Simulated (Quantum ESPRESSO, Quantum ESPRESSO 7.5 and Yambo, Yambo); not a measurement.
## BeTe (F-43m): a self-consistent loop beyond G0W0, cycle by cycle

Aim: iterate the self-energy on BeTe (F-43m) and follow the gap from cycle to cycle.

Method: PBE and many-body steps on it, plane waves, in Quantum ESPRESSO 7.5 and Yambo 5.3.0.

**What was measured.**

- Gap 2.7 eV: absolute (indirect, Gamma to X) gap; bulk crystal (quoted from earlier experiment) (quoted in “The band structure of BeTe - a combined experimental and theoretical study”, 1997, arxiv:cond-mat/9712266).

- Gap 2.8 eV: absolute (indirect, Gamma to X) gap, second literature value; film (quoted from earlier experiment) (quoted in “The band structure of BeTe - a combined experimental and theoretical study”, 1997, arxiv:cond-mat/9712266).

### Step 1. The starting structure

It takes space group F-43m (No. 216, cubic). The conventional cell has a = 5.663 Å, b = 5.663 Å, c = 5.663 Å, α = 90.00°, β = 90.00°, γ = 90.00°. Nearest to Be lie 4 Te at 2.45 Å. Te has 4 Be at 2.45 Å nearest. Farther neighbours and most contacts between anions are not listed.

The cell and positions are those that the Materials Project relaxed with its own functionals (PBE, PBE+U or r2SCAN), kept fixed. Spin-orbit coupling is left out unless a step names it.

### Step 2. Empty states on the mesh, 4×4×4 mesh, 117 bands

This step: Quantum ESPRESSO 7.5; DFT, PBE, plane waves, norm-conserving pseudopotentials.

The sums over transitions need many empty states on a uniform mesh; this step solves for them.

File pw.in:

```
&control
  calculation = 'nscf'
  prefix = 'x'
  outdir = 'o'
  pseudo_dir = 'pseudo'
/
&system
  ibrav = 0
  nat = 2
  ntyp = 2
  ecutwfc = 88.0
  nbnd = 117
  force_symmorphic = .true.
/
&electrons
  conv_thr = 1e-9
  electron_maxstep = 80
  diago_full_acc = .true.
  diago_thr_init = 5e-6
/
ATOMIC_SPECIES
  Be 9.012 Be.upf
  Te 127.6 Te.upf
CELL_PARAMETERS angstrom
  -0.0000000000 2.8314587876 2.8314587876
  2.8314587876 0.0000000000 2.8314587876
  2.8314587876 2.8314587876 0.0000000000
ATOMIC_POSITIONS crystal
  Be 0.0000000000 0.0000000000 0.0000000000
  Te 0.7500000000 0.7500000000 0.7500000000
K_POINTS automatic
  4 4 4 0 0 0
```

Started as:

```sh
> OMP_NUM_THREADS=1 mpirun -n 4 pw.x -nk 4 -in pw.in > pw.out
```

The log of the run:

```text
Program PWSCF v.7.5 starts

     This program is part of the open-source Quantum ESPRESSO suite
     for quantum simulation of materials; please cite
         "P. Giannozzi et al., J. Phys.:Condens. Matter 21 395502 (2009);
         "P. Giannozzi et al., J. Phys.:Condens. Matter 29 465901 (2017);
         "P. Giannozzi et al., J. Chem. Phys. 152 154105 (2020);
     in publications or presentations arising from this work. More details at

     Atomic positions and unit cell read from directory:
     o/x.save/

     Message from routine setup:
[...]
68.2968  68.2968  68.9724  68.9724  69.4415  70.2113  70.5064  71.4710
     [... 3 further rows ...]
    90.8928  91.5539  93.4845  93.5690  94.4187  94.4187  95.0532  95.6711
    95.6711  95.9474  95.9474  97.3662  97.3662

          k = 0.3536 0.0000 0.0000 (  4256 PWs)   bands (ev):

     [... further k-points ...]

     highest occupied, lowest unoccupied level (ev):     8.4384   10.4653

     XML data file, pseudopotentials, collected wavefunctions

=------------------------------------------------------------------------------=
   JOB DONE.
=------------------------------------------------------------------------------=
```

The job ended after 8.1 s (4 MPI ranks of Arm Neoverse V2, shared host; peak memory 0.37 GiB).

This step gave:

| Item | Value |
| --- | --- |
| gap | 2.027 eV |
| k of the valence top | 0, 0, 0 |
| k of the conduction bottom | 0, -0.5, -0.5 |
| least direct gap | 3.645 eV |
| k points computed | 8 |
| lowest point of the top converged band, above the valence top | 86.6703 eV |

On this mesh the gap is 2.027 eV.

The density comes from a self-consistent run that is not shown.

### Step 3. Conversion and set-up

This step: Yambo 5.3.0; conversion and set-up on PBE, plane waves, norm-conserving pseudopotentials.

The states are converted to the many-body program's format and the q mesh is built.

Started as:

```sh
> (cd o/x.save; p2y > p2y.log; mv SAVE ../..); yambo > setup.log
```

The log of the run:

```text
 Yambo, version 5.3.0

 [02] CORE Variables Setup
 =========================

  [02.01] Unit cells
  ==================

  Cell kind             :  FCC
  Atoms in the cell     :  Be  Te
  number of Be atoms    :  1
  number of Te atoms    :  1

  List of atomic masses
  Mass of Be    :  9.012000
  Mass of Te    :  127.6000

  List of atomic coordinates    : [cc]
  Be1       :  0.000000  0.000000  0.000000  order 1
  Te1       :  8.026022  8.026022  8.026022  order 2

  Alat factors          :  5.350682  5.350682  5.350682 [a.u.]
  Direct lattice volume :  306.3778 [a.u.]
[...]
==========================================

 IBZ Q-points                                      :   8
 BZ  Q-points                                      :   64

 K/Q-points units:
 rlu = crystal or reduced units; cc = cartesian coordinates; iku = interal k-units

 Q [1]          [rlu]:  0.000000  0.000000  0.000000
 Q [2]          [rlu]:  0.54651E-16  0.26895E-16  0.25000
 Q [3]          [rlu]: -0.10930E-15 -0.53790E-16 -0.50000
[...]
Q [7]          [rlu]: -0.91171E-17 -0.50000     -0.50000
 Q [8]          [rlu]:  0.250000 -0.500000 -0.250000

  [03.01] X indexes
  =================

   [03.01.01] Sigma indexes
   ========================

 [06] Game Over & Game summary
```

Run time: 2.3 s. Hardware: 1 MPI rank; peak memory 0.25 GiB.

### Step 4. G0W0

Now the one-shot GW correction: screening in the RPA, then the self-energy of the levels asked for.

This step: G0W0 on PBE, plane waves, norm-conserving pseudopotentials.

File gw1.in:

```
HF_and_locXC
gw0
dyson
ppa
em1d
rim_cut
RandQpts= 1000000
RandGvec= 1 RL
EXXRLvcs= 88 Ry
VXCRLvcs= 352 Ry
Chimod= "HARTREE"
% BndsRnXp
 1 | 117 |
%
NGsBlkXp= 14.5 Ry
% LongDrXp
 1 | 1 | 1 |
%
% GbndRnge
 1 | 117 |
%
DysSolver= "n"
ExtendOut
PPAPntXp= 27.21138 eV
% QPkrange
 1 | 1 | 13 | 16 |
 7 | 7 | 13 | 16 |
%
```

Started as:

```sh
> OMP_NUM_THREADS=1 mpirun -n 4 yambo -F gw1.in -J gw1 -C gw1 > gw1.log
```

The log of the run:

```text
 Yambo, version 5.3.0

 [02] CORE Variables Setup
 =========================

  [... cell, symmetries and grids as in the set-up ...]

  [02.05] Energies & Occupations
  ==============================

  [X] === General ===
  [X] Electronic Temperature                        :  0.000000  0.000000 [eV K]
  [X] Bosonic    Temperature                        :  0.000000  0.000000 [eV K]
  [X] Finite Temperature mode                       : no
  [X] El. density                                   :  0.61673E+24 [cm-3]
  [X] Fermi Level                                   :  8.438418 [eV]

  [X] === Gaps and Widths ===
  [X] Conduction Band Min                           :  2.026900 [eV]
  [X] Valence Band Max                              :  0.000000 [eV]
  [X] Filled Bands                                  :  14
  [X] Empty Bands                                   :   15  117
  [X] Direct Gap                                    :  3.644779 [eV]
  [X] Direct Gap localized at k                     :  1
  [X] Indirect Gap                                  :  2.026900 [eV]
  [X] Indirect Gap between kpts                     :   1   7
  [X] Last valence band width                       :  3.120670 [eV]
  [X] 1st conduction band width                     :  3.269928 [eV]

 [03] Transferred momenta grid and indexing
 ==========================================

 IBZ Q-points                                      :   8
 BZ  Q-points                                      :   64

 K/Q-points units:
 rlu = crystal or reduced units; cc = cartesian coordinates; iku = interal k-units

 Q [1]          [rlu]:  0.000000  0.000000  0.000000
 Q [2]          [rlu]:  0.54651E-16  0.26895E-16  0.25000
 Q [3]          [rlu]: -0.10930E-15 -0.53790E-16 -0.50000
 Q [4]          [rlu]:  0.45585E-17  0.25000      0.25000
 Q [5]          [rlu]:  0.71568E-16  0.25000      0.50000
 Q [6]          [rlu]:  0.40755E-16  0.25000     -0.25000
 Q [7]          [rlu]: -0.91171E-17 -0.50000     -0.50000
 Q [8]          [rlu]:  0.250000 -0.500000 -0.250000

 [04] Coloumb potential Random Integration (RIM)
 ===============================================

  [04.01] RIM initialization
  ==========================

  * Diagonal components only detected *

  8 x (sBL volume)        :  0.101203 [a.u.]
  sBZ random points       :  1000000
  Points outside the sBZ  :   7968281
  RL volume               :  0.809622 [a.u.]
  Integrated volume       :  0.812845 [a.u.]

  [04.02] RIM integrals
  =====================

  Gamma point sphere radius             :  0.084531 [a.u.]
  Points outside the sphere             :   800476
  [Int_sBZ(q=0) 1/q^2]*(Vol_sBZ)^(-1/3) =:  7.776341
                                 should be <:  7.795600

  Summary of Coulomb integrals for non-metallic bands |Q|[au] RIM/Bare

  Q [1] 0.100000E-4 0.997530 * Q [2] 0.254239 1.068480
  Q [4] 0.293569 1.066792 * Q [6] 0.415170 1.029814
  Q [5] 0.486830 1.022655 * Q [3] 0.508477 1.020683
  Q [7] 0.587139 1.017590 * Q [8] 0.656441 1.014612

 [05] Dipoles
 ============

  [05.01] Setup: observables and procedures
  =========================================

 [06] Dynamic Dielectric Matrix (PPA)
 ====================================

 [WR./gw1//ndb.pp]---------------------------------------------------------------
  Brillouin Zone Q/K grids (IBZ/BZ)                :    8   64    8   64
  RL vectors                                       :   5209 [WF]
  Coulomb cutoff potential                         : none
  Electronic Temperature                           :  0.000000 [K]
  Bosonic    Temperature                           :  0.000000 [K]
  PPA    diel. fun.  energies                      : Perdew, Burke & Ernzerhof(X)+Perdew, Burke & Ernzerhof(C)
  wavefunctions                                    : Perdew, Burke & Ernzerhof(X)+Perdew, Burke & Ernzerhof(C)
  Global Gauge                                     : length
  X matrix size                                    :  307
  X band range                                     :    1  117
  X e/h energy range                               : -1.000000 -1.000000 [eV]
  X Time ordering                                  : R
  X Hxc Kernel                                     : HARTREE
  X Drude frequency                                :  0.000000  0.000000
  X poles                                          :  100.0000 [o/o]
  RL vectors in the sum                            :   5209
  [r,Vnl] included                                 : yes
  Field direction                                  :  0.577350E-5  0.577350E-5  0.577350E-5
  BZ energy Double Grid                            : no
  BZ energy DbGd points                            : 0
  BZ Q point size factor                           : -1.000000
  X Optical Averaged directions                    : none

 [07] Local Exchange-Correlation + Non-Local Fock
 ================================================

 [VXC] Plane waves :   34327
 [EXS] Plane waves :   4285

 QP @ state[ 1 ] K range:  1  1
 QP @ state[ 1 ] b range:  13  16
 QP @ state[ 2 ] K range:   7   7
 QP @ state[ 2 ] b range:  13  16

 [xc] Functional : Perdew, Burke & Ernzerhof(X)+Perdew, Burke & Ernzerhof(C)
 [xc] LIBXC used to calculate xc functional
  PP Number of Atomic Species                      :  2
  NLCC RL compoments                               :   34327
  PP Number of Atomic Species                      :  2
  NLCC RL compoments                               :   34327

 [xc] E_xc :  -22.86069 [Ha]
      E_xc :  -45.72138 [Ry]

  Local XC kind (lXC) : Perdew, Burke & Ernzerhof(X)+Perdew, Burke & Ernzerhof(C)
  Non-Local XC kind (nlXC) : Hartree-Fock

  Corrections @ K [1] :  [eV]
 <13|nlXC|13> = -15.11880 -0.66376E-17 <13|lXC|13> = -13.37048 -0.18882E-15
 <14|nlXC|14> = -15.11873  0.12259E-17 <14|lXC|14> = -13.37048  0.18883E-15
 <15|nlXC|15> = -5.917436 -0.23129E-17 <15|lXC|15> = -10.43562 -0.94401E-16
 <16|nlXC|16> = -5.917939 -0.29569E-17 <16|lXC|16> = -10.43561 -0.23602E-16

  Corrections @ K [7] :  [eV]
 <13|nlXC|13> = -14.62231 -0.34189E-16 <13|lXC|13> = -11.87648  0.14161E-15
 <14|nlXC|14> = -14.62238 -0.10421E-16 <14|lXC|14> = -11.87648 -0.94410E-16
 <15|nlXC|15> = -5.120957 -0.10391E-17 <15|lXC|15> = -8.959031  0.23577E-16
 <16|nlXC|16> = -5.810337  0.27495E-18 <16|lXC|16> = -9.791950  0.58989E-16

 [08] Dyson equation: Newton solver
 ==================================

  [08.01] G0W0 (W PPA)
  ====================

  [  GW  ] Bands range     :    1  117
  [GW/PPA] G damping       :  0.100000 [eV]

  QP @ state[ 1 ] K range:  1  1
  QP @ state[ 1 ] b range:  13  16
  QP @ state[ 2 ] K range:   7   7
  QP @ state[ 2 ] b range:  13  16

   Sc/G bands                                       :    1  117
   Sc/G damping                                     :  0.100000 ev
   Sc bands terminator                              : no
   Sx RL components                                 :   4285

   QP @ state[ 1 ] K range                          :  1  1
   QP @ state[ 1 ] b range                          :  13  16
   QP @ state[ 2 ] K range                          :   7   7
   QP @ state[ 2 ] b range                          :  13  16
   GF energies kind                                 : Perdew, Burke & Ernzerhof(X)+Perdew, Burke & Ernzerhof(C)
   GF WF`s kind                                     : Perdew, Burke & Ernzerhof(X)+Perdew, Burke & Ernzerhof(C)
   Xs energies kind                                 : Perdew, Burke & Ernzerhof(X)+Perdew, Burke & Ernzerhof(C)
   Xs WF`s kind                                     : Perdew, Burke & Ernzerhof(X)+Perdew, Burke & Ernzerhof(C)

 [11] Game Over & Game summary
```

It took 1.8 min on 4 MPI ranks; peak memory 1.6 GiB; 7.3 min of CPU time.

This step gave:

* G0W0 gap on the points computed: 2.806 eV
* starting gap on the mesh: 2.027 eV
* k of the valence top: 0, 0, 0
* k of the conduction bottom: 0, -0.5, -0.5
* least direct G0W0 gap on the computed points: 4.682 eV
* Z at the valence top: 0.8054
* Z at the conduction bottom: 0.8174

The gap on the mesh goes from 2.03 eV to 2.81 eV, a correction of +0.78 eV.

### Step 5. evGW0, cycle 1

This step: evGW0 on PBE, plane waves, norm-conserving pseudopotentials.

gw3.in, as its differences from gw1.in of step 4:

```diff
@@ -25,4 +25,4 @@
 % QPkrange
- 1 | 1 | 13 | 16 |
- 7 | 7 | 13 | 16 |
+ 1 | 8 | 11 | 18 |
 %
+GfnQPdb= "E < ./gw2/ndb.QP"
```

Started as:

```sh
> OMP_NUM_THREADS=1 mpirun -n 4 yambo -F gw3.in -J gw3,gw1_W -C gw3 > gw3.log
```

The log of the run:

```text
 Yambo, version 5.3.0

 [02] CORE Variables Setup
 =========================

  [... cell, symmetries and grids as in the set-up ...]

  [02.05] Energies & Occupations
  ==============================

  [X] === General ===
  [X] Electronic Temperature                        :  0.000000  0.000000 [eV K]
  [X] Bosonic    Temperature                        :  0.000000  0.000000 [eV K]
  [X] Finite Temperature mode                       : no
  [X] El. density                                   :  0.61673E+24 [cm-3]
  [X] Fermi Level                                   :  8.438418 [eV]

  [X] === Gaps and Widths ===
  [X] Conduction Band Min                           :  2.026900 [eV]
  [X] Valence Band Max                              :  0.000000 [eV]
  [X] Filled Bands                                  :  14
  [X] Empty Bands                                   :   15  117
  [X] Direct Gap                                    :  3.644779 [eV]
  [X] Direct Gap localized at k                     :  1
  [X] Indirect Gap                                  :  2.026900 [eV]
  [X] Indirect Gap between kpts                     :   1   7
  [X] Last valence band width                       :  3.120670 [eV]
  [X] 1st conduction band width                     :  3.269928 [eV]

 [03] Transferred momenta grid and indexing
 ==========================================

 IBZ Q-points                                      :   8
 BZ  Q-points                                      :   64

 K/Q-points units:
 rlu = crystal or reduced units; cc = cartesian coordinates; iku = interal k-units

 Q [1]          [rlu]:  0.000000  0.000000  0.000000
 Q [2]          [rlu]:  0.54651E-16  0.26895E-16  0.25000
 Q [3]          [rlu]: -0.10930E-15 -0.53790E-16 -0.50000
[...]
[G+QP] Indirect Gap                               :  2.806239 [eV]
  [G+QP] Indirect Gap between kpts                  :   1   7
  [G+QP] Last valence band width                    :  3.321751 [eV]
  [G+QP] 1st conduction band width                  :  3.325406 [eV]

  [coarse-grid] Minimum Bare Gap        [ev]:  2.026900
  [coarse-grid] Minimum Gap Correction  [ev]:  0.779339

  Eqp @ K [1]
  -156.2023 -107.1317 -107.1317 -107.1317  -98.7339  -35.7266  -35.7266  -35.7266
   -35.7147     -35.7147     -12.0906    -0.354513E-4   0.00000    -0.187049E-4   4.68232      4.68218
    4.68222   4.85304   9.45518  11.64542  11.64542  12.54545  12.54545  12.54545
[...]
Eqp @ K [2]
[...]
Eqp @ K [3]
[...]
Eqp @ K [4]
[...]
Eqp @ K [5]
[...]
[... 2 further k-points ...]
  Eqp @ K [8]
[...]
6.55024   7.29999  12.19218  12.89107  14.26651  15.14610  18.24135  18.55407
   18.80108  19.33352  20.56902  21.85324  23.68395  23.88919  25.19546  25.34730

 [07] Dipoles
 ============

  [07.01] Setup: observables and procedures
  =========================================

 [08] Dynamic Dielectric Matrix (PPA)
 ====================================

   Sc/G bands                                       :    1  117
   Sc/G damping                                     :  0.100000 ev
   Sc bands terminator                              : no
   Sx RL components                                 :   4285

   QP @ state[ 1 ] K range                          :   1   8
   QP @ state[ 1 ] b range                          :  11  18
   GF energies kind                                 : Perdew, Burke & Ernzerhof(X)+Perdew, Burke & Ernzerhof(C)+ E < ./gw2/ndb.QP + @E Fit
   GF WF`s kind                                     : Perdew, Burke & Ernzerhof(X)+Perdew, Burke & Ernzerhof(C)
   Xs energies kind                                 : Perdew, Burke & Ernzerhof(X)+Perdew, Burke & Ernzerhof(C)
   Xs WF`s kind                                     : Perdew, Burke & Ernzerhof(X)+Perdew, Burke & Ernzerhof(C)

 [13] Game Over & Game summary
```

It took 6 min on 4 MPI ranks; peak memory 1.7 GiB.

This step gave:

```yaml
quasiparticle_gap_on_the_mesh: 2.891 eV
gap_of_the_density_functional_on_the_mesh: 2.027 eV
k_of_the_valence_top: 0, 0, 0
k_of_the_conduction_bottom: 0, -0.5, -0.5
least_direct_quasiparticle_gap_on_the_computed_points: 4.805 eV
z_at_the_valence_top: 0.8093
z_at_the_conduction_bottom: 0.8281
```

Against G0W0 in Yambo (4×4×4 mesh, 117 bands, screening to 197.3 eV, Godby-Needs plasmon pole), the gap moves by +0.084 eV.

The program's own table gives 3.024 eV, which is too large where the input levels are shifted: this version takes Σc at the unshifted level E₀, yet steps from the shifted one. The value above is the Newton step from E₀, E₀ + Z(Σc + Σx − Vxc), rebuilt from the printed columns.

### Step 6. evGW0, cycle 2

The corrected levels of the last cycle go back in.

gw4.in, as its differences from gw3.in of step 5:

```diff
@@ -27,2 +27,2 @@
 %
-GfnQPdb= "E < ./gw2/ndb.QP"
+GfnQPdb= "E < ./gw3_fix/ndb.QP"
```

Started as:

```sh
> OMP_NUM_THREADS=1 mpirun -n 4 yambo -F gw4.in -J gw4,gw1_W -C gw4 > gw4.log
```

The log of the run:

```text
 Yambo, version 5.3.0

 [02] CORE Variables Setup
 =========================

  [... cell, symmetries and grids as in the set-up ...]

  [02.05] Energies & Occupations
  ==============================

  [X] === General ===
  [X] Electronic Temperature                        :  0.000000  0.000000 [eV K]
  [X] Bosonic    Temperature                        :  0.000000  0.000000 [eV K]
  [X] Finite Temperature mode                       : no
  [X] El. density                                   :  0.61673E+24 [cm-3]
[...]
Sx RL components                                 :   4285

   QP @ state[ 1 ] K range                          :   1   8
   QP @ state[ 1 ] b range                          :  11  18
   GF energies kind                                 : Perdew, Burke & Ernzerhof(X)+Perdew, Burke & Ernzerhof(C)+ E < ./gw2/ndb.QP + @E Fit+ E < ./gw3_fix/
   GF WF`s kind                                     : Perdew, Burke & Ernzerhof(X)+Perdew, Burke & Ernzerhof(C)
   Xs energies kind                                 : Perdew, Burke & Ernzerhof(X)+Perdew, Burke & Ernzerhof(C)
   Xs WF`s kind                                     : Perdew, Burke & Ernzerhof(X)+Perdew, Burke & Ernzerhof(C)

 [13] Game Over & Game summary
```

The job ended after 6.2 min (4 MPI ranks; peak memory 1.7 GiB; 25 min of CPU time).

Numbers from this step:

- quasiparticle gap on the mesh: 2.900 eV
- gap of the density functional on the mesh: 2.027 eV
- k of the valence top: 0, 0, 0
- k of the conduction bottom: 0, -0.5, -0.5
- least direct quasiparticle gap on the computed points: 4.821 eV

Against the cycle before, the gap moves by +0.010 eV.

The program's own table gives 3.048 eV, which is too large where the input levels are shifted: this version takes Σc at the unshifted level E₀, yet steps from the shifted one. The value above is the Newton step from E₀, E₀ + Z(Σc + Σx − Vxc), rebuilt from the printed columns.

(Continued in part 2 of 2.)

[Paths, hosts, dates, memory and timing lines, banners, echoed tables and standing remarks are left out of the program output.]

[Logs are printed without paths, hosts, clocks, repeated set-up lines and the standing remarks that a program may print on its own settings, such as how far it seeks lower states.]

[Runs of the session that timed out or met a known fault of the program may be left out.]

[Hosts, paths, dates, database ids (printed as entryN), source tags and the programs' standing remarks are cut or masked in the printed files.]
